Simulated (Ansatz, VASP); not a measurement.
Si: VASP beside Ansatz

INCAR

```
SYSTEM = Si
PREC = Accurate
ENCUT = 600
EDIFF = 1E-6
ISMEAR = 0
SIGMA = 0.02
LREAL = .False.
LASPH = .True.
NELM = 80
ALGO = Normal
ISIF = 3
LWAVE = .False.
LCHARG = .False.
IBRION = 2
NSW = 100
EDIFFG = -0.002
```

File KPOINTS:

```
regular mesh
0
Gamma
  10 10 10
  0 0 0
```

The input POSCAR:

```
Si
1.0
    0.0000000000      2.7008305081      2.7008305081
    2.7008305081      0.0000000000      2.7008305081
    2.7008305081      2.7008305081      0.0000000000
Si
2
Direct
    0.5000000000      0.5000000000      0.5000000000
    0.7500000000      0.7500000000      0.7500000000
```

Input for Ansatz:

```yaml
crystal:
  lattice:
    - [0.0, 2.7008305081, 2.7008305081]
    - [2.7008305081, 0.0, 2.7008305081]
    - [2.7008305081, 2.7008305081, 0.0]
  atoms:
    - { symbol: Si, position: [0.5, 0.5, 0.5] }
    - { symbol: Si, position: [0.75, 0.75, 0.75] }
basis:
  ecutwfc: 420
kpoints:
  mp_grid: { grid: [10, 10, 10] }
hamiltonian:
  xc: lda
  pseudopotentials: { kind: paw, azcp: { folder: soft_1 } }
scf:
  occupations: { method: gaussian, width: 0.02 }
output:
  forces: true
  stress: true
  eigenvalues: true
relax:
  adjacent_minimum: "off"
  f_tol: 0.002
  max_steps: 80
  cell: { stress_tol: 0.02 }
```

Alike in both runs: task relaxation of cell and atoms; functional LDA; k mesh 10 × 10 × 10; occupations gaussian, width 0.02 eV; no spin polarisation.

|  | VASP | Ansatz |
| --- | --- | --- |
| version | VASP 6.6.1 | Ansatz 0.2.0 |
| potentials or method | VASP PAW LDA potentials, release 64 (Si) | scalar-relativistic, plane waves, PAW |
| plane-wave cutoff (eV) | 600 | 420 |
| valence electrons in the cell | 8 | 8 |

|  | VASP | Ansatz | Ansatz less VASP |
| --- | --- | --- | --- |
| gap on the k mesh at the Fermi level, each at its own relaxed structure (eV) | 0.45 | 0.46 | +0.001 |
| relaxed volume (Å³/atom) | 19.72 | 19.70 | -0.014 |
| relaxed cell length with the largest relative difference (Å) | 3.820 | 3.820 | -0.0009 |

Ansatz warned: «pseudo_functional_mismatch».
